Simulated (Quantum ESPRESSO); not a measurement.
**MgS (Niningerite) in Quantum ESPRESSO: the effect of functional**

The system is MgS (Niningerite).

```
S Mg
1.0
     0.00000    2.60165    2.60165
     2.60165    0.00000    2.60165
     2.60165    2.60165    0.00000
S Mg
1 1
Direct
  0.50000 0.50000 0.50000
  0.00000 0.00000 0.00000
```

Alike in all runs:

* Program: Quantum ESPRESSO 7.5
* Task: band structure
* Potentials or basis: SG15 PBE 1.2
* Cutoff: 952 eV
* Density cutoff: 3810 eV
* k mesh: 9 × 9 × 9
* Occupations: fermi-dirac, width 0.05 eV
* Spin: no spin polarisation

Q: One run gave: gap on the mesh 2.87 eV; pressure 0.0 GPa. Which functional did it use?
A. RPBE
B. PBE
C. vdW-DF-cx
D. PBEsol
E. AM05

A: E.

| functional | gap on the mesh (eV) | pressure (GPa) |
| --- | --- | --- |
| LDA | 2.59 | -3.0 |
| PBEsol | 2.84 | -0.6 |
| PBE | 2.93 | 0.9 |
| RPBE | 3.10 | 2.9 |
| AM05 | 2.87 | 0.0 |
| vdW-DF-cx | 3.06 | 0.3 |

Caveats: the mesh misses the band edges, which the band path finds closer together; the potentials were made for another functional, which shifts forces and pressure (some runs).

Not every run made on this cell is shown here.
